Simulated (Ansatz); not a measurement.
The reference is GeTe (space group R3m, No. 160).

```xyz
2
Lattice="2.0811 1.2015 3.4878 -2.0811 1.2015 3.4878 0.0000 -2.4030 3.4878" Properties=species:S:1:pos:R:3 pbc="T T T"
Ge     0.0000     0.0000     2.4938
Te     0.0000     0.0000     7.9696
```

Cartesian axes are those of the cell as printed.

Calculations: Kohn–Sham DFT with the PBEsol functional, run in Ansatz (an electronic-structure program) with PAW and 420 eV plane waves, no spin-orbit coupling.

Base values:

| Item | Value |
|---|---|
| Shortest interatomic distance | 2.833 Å |
| Pressure | -0.01 GPa |

The change: biaxial strain +0.57 %, plane normal [001], relaxed out of plane (Cartesian); in-plane vectors clamped, the third vector and the atoms free.

Task: How does this affect the out-of-plane strain, energy relative to the base, shortest interatomic distance and pressure?

Result: The out-of-plane strain amounts to -0.49 %; the energy rises by 0.5 meV/atom; the shortest interatomic distance rises by 0.0076 Å, from 2.833 Å to 2.840 Å; the pressure (mean of the normal stresses, compression positive) decreases by 0.38 GPa, from -0.01 GPa to -0.39 GPa.

Stability against distortions was not tested.
